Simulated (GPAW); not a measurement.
# Magnetic state of 1 ML Cr on Rh(001), 3 substrate layers from several starts

Wanted: the moments of 1 ML Cr on Rh(001), 3 substrate layers and the energy of each order that was tried.

Method: PBE; plane waves with GPAW's PAW setups, scalar-relativistic, in GPAW 26.7.0.

## 1. Starting point

The cell holds 4 atoms: 3 Rh and 1 Cr. Cell: a = 2.684 Å, b = 2.684 Å, c = 19.605 Å, α = 90.0°, β = 90.0°, γ = 90.0°. pseudomorphic film on the substrate's lattice, hard-sphere layer spacings, unrelaxed, 14 A of vacuum. Vacuum lies along c.

Coordinates:

```cif
data_structure
_symmetry_space_group_name_H-M 'P 1'
_symmetry_Int_Tables_number 1
_cell_length_a 2.6840
_cell_length_b 2.6840
_cell_length_c 19.6048
_cell_angle_alpha 90.000
_cell_angle_beta 90.000
_cell_angle_gamma 90.000
_cell_volume 141.23
loop_
_atom_site_label
_atom_site_type_symbol
_atom_site_fract_x
_atom_site_fract_y
_atom_site_fract_z
_atom_site_occupancy
Rh1 Rh 0.00000 0.00000 0.35706 1
Rh2 Rh 0.50000 0.50000 0.45386 1
Rh3 Rh 0.00000 0.00000 0.55066 1
Cr4 Cr 0.50000 0.50000 0.64294 1
```

## 2. Run 1 (ferro +)

The parallel start comes first: it fits the smallest cell, keeps the most symmetry and shows whether parallel moments form.

File order1.py:

```python
import json
import numpy as np
from ase import Atoms
from ase.parallel import paropen, parprint
from gpaw import GPAW

atoms = Atoms(['Rh', 'Rh', 'Rh', 'Cr'],
    cell=[[2.683965, 0.0, 0.0],
         [0.0, 2.683965, 0.0],
         [0.0, 0.0, 19.604832]],
    scaled_positions=[[0.0, 0.0, 0.357055],
         [0.5, 0.5, 0.45386],
         [0.0, 0.0, 0.550665],
         [0.5, 0.5, 0.642945]],
    pbc=True,
    magmoms=[0.0, 0.0, 0.0, 2.5])
atoms.calc = GPAW(mode={'name': 'pw', 'ecut': 500},
    xc='PBE',
    kpts={'size': (12, 12, 1), 'gamma': True},
    occupations={'name': 'fermi-dirac', 'width': 0.05},
    convergence={'density': 1e-05, 'energy': 1e-05},
    maxiter=250,
    symmetry={'tolerance': 1e-4},
    txt='order1.txt')
e = atoms.get_potential_energy(force_consistent=True)
res = {'free_energy': e, 'energy_sigma0': atoms.get_potential_energy(), 'fermi_energy': atoms.calc.get_fermi_level()}
res['moments'] = atoms.get_magnetic_moments().tolist()
res['total'] = atoms.get_magnetic_moment()
parprint('site moments (muB):', np.round(res['moments'], 3))
parprint(f"total moment: {res['total']:.3f} muB")
parprint(f'free energy: {e:.6f} eV')
atoms.calc.write('order1.gpw')
with paropen('results.json', 'w') as f:
    json.dump(res, f)
```

Launch:

```
$ OMP_NUM_THREADS=1 mpirun -n 4 gpaw python order1.py > order1.log
```

Planned after this: run 2 (antiferro q=(0,1/2,0) +-); run 3 (antiferro q=(1/2,1/2,0) +-); order 4, typed as no spin polarisation; the states side by side. Settings of the main run: cutoff 500 eV, 6×12×1 k-mesh, fermi-dirac occupations, smearing width 0.05 eV, mesh matched on, collinear spin, starting moments 0 0 0 0 0 0 2.5 -2.5 μB.

Q: Predict the largest site moment.

Opposed moments of equal size cancel, so the cell has no net moment. Symmetry leaves 4 kinds of site among the 8 atoms, and equivalent atoms carry values of equal size. The lowest state found is antiferromagnetic, reached from the start antiferro q=(1/2,1/2,0) +-, with moments up to 2.86 μB.

```
lowest state found                 : antiferromagnetic (started as antiferro q=(1/2,1/2,0) +-)
largest site moment                : 2.86 μB
next state                         : antiferromagnetic, 66.4 meV a seeded atom higher
energy gained by spin polarisation : 565 meV a seeded atom
```

The next state costs 66 meV a seeded atom. This is the lowest of 4 finished starts, no proof of the ground state.

[Logs and program files are shortened in this print: banners, set-up blocks, solver, clock and traceback lines can be left out without a mark of their own.]

[Logs are printed without paths, hosts, clocks, repeated set-up lines and the standing remarks that a program may print on its own settings, such as how far it seeks lower states.]

[Hosts, paths, dates, database ids (printed as entryN), source tags and the programs' standing remarks are cut or masked in the printed files.]

[Where a cell is said to come from a database of computed structures, the database is the Materials Project.]
